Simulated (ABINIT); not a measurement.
A run of ABINIT 10.8.3 (patched build):

The input run.abi:

```
# Datasets: ground state, then fixed potential
ndtset 2

# Pseudopotentials
pp_dirpath "./"
pseudos "As.LDA_PW-JTH_sp.xml, Ga.LDA_PW-JTH.xml"

# Structure
acell 3.9977696088 3.9977696088 3.9977696088 Angstrom
rprim
     0.0000000000     0.7071067812     0.7071067812
     0.7071067812     0.0000000000     0.7071067812
     0.7071067812     0.7071067812     0.0000000000
ntypat 2
znucl 33 31
natom 2
typat 1 2
xred
     0.7500000000     0.7500000000     0.7500000000
     0.0000000000     0.0000000000     0.0000000000

# Plane-wave basis
ecut 17.0
pawecutdg 34.0

# Exchange and correlation
ixc 1

# Bands and occupations
occopt 3
tsmear 0.00183747

# SCF cycle
nstep 100

# Output
iomode 3
prtwf 0
prteig 0
prtebands 0
prtden1 1

# Dataset 1
kptopt1 1
ngkpt1 8 8 8
nshiftk1 1
shiftk1 0.0 0.0 0.0
nband1 13
tolvrs1 1.0e-9

# Dataset 2: bands along G-X-W-K-G-L-U-W-L-K
iscf2 -2
getden2 1
nband2 17
nbdbuf2 2
tolwfr2 1.0e-12
kptopt2 -9
ndivsm2 6
prteig2 1
kptbounds2
     0.0000000000     0.0000000000     0.0000000000
     0.5000000000     0.0000000000     0.5000000000
     0.5000000000     0.2500000000     0.7500000000
     0.3750000000     0.3750000000     0.7500000000
     0.0000000000     0.0000000000     0.0000000000
     0.5000000000     0.5000000000     0.5000000000
     0.6250000000     0.2500000000     0.6250000000
     0.5000000000     0.2500000000     0.7500000000
     0.5000000000     0.5000000000     0.5000000000
     0.3750000000     0.3750000000     0.7500000000
```

Potentials or basis: JTH PAW LDA v2.0 sp.

Run with:

```bash
$ abinit run.abi > log 2>&1
```

Hardware: 1 thread of Arm Neoverse V2, on a shared host.

Task: Estimate the wall time of this run.

Result: It took 30 s on 1 thread of Arm Neoverse V2, with other jobs on the host, peak memory 0.11 GiB. Counts: scf iterations 10, k points 29, bands 13, plane waves 1036.
